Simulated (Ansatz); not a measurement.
## CuO: how the plane-wave cutoff moves the results

The calculation used Ansatz, DFT PBE, scalar-relativistic, plane waves, PAW.

```xyz
4
Lattice="2.3404 -1.7108 -0.0229 2.3197 1.6825 -0.0101 -0.8909 0.0241 5.0786" Properties=species:S:1:pos:R:3 pbc="T T T"
Cu    1.1314    0.8451   -0.0328
Cu    0.6592   -0.8608    2.5221
O     2.0366   -0.3045    1.2916
O     1.5596    0.2913    3.7421
```

- Γ-centred k-mesh: 10×10×6
- occupation rule: Gaussian smearing, 0.1 eV
- spin treatment: unpolarised
- valence charge of the PAW sets: Cu 19, O 6

The atoms are held and the plane-wave cutoff is swept. Energies are extrapolated to zero smearing and count from the reference run, 600 eV. The cell was strained and its atoms displaced at random, so that forces don't vanish. Pressure is positive in compression and holds a correction for the finite cutoff (Pulay stress).

Times are rough; the reference took 48 s on 1 thread of Arm Neoverse V2 (shared host), peak memory 0.66 GiB.

**Question.** Tried: 200, 250, 300, 350, 420, 600 eV. From which plane-wave cutoff on does the energy per atom stay within 100, 10 and 1 meV of the reference?

**Answer.** 350 for 100 meV, 420 for 10 meV, none but the reference for 1 meV. The reference itself isn't shown to be converged. At 420 eV, where the energy is within 10 meV, force components already agree to within 0.003 eV/Å, where the largest force is 0.768 eV/Å.

```csv
cutoff (eV),ΔE (meV/atom),P (GPa),largest change of a force component (eV/Å),plane waves at Γ,wall time (s)
200,10729,36.10,1.299,267,16
250,2078,5.23,0.141,365,18
300,361,5.38,0.021,461,20
350,58.1,6.91,0.014,601,23
420,5.28,7.20,0.003,785,27
600,0.00,7.20,0.000,1341,48
```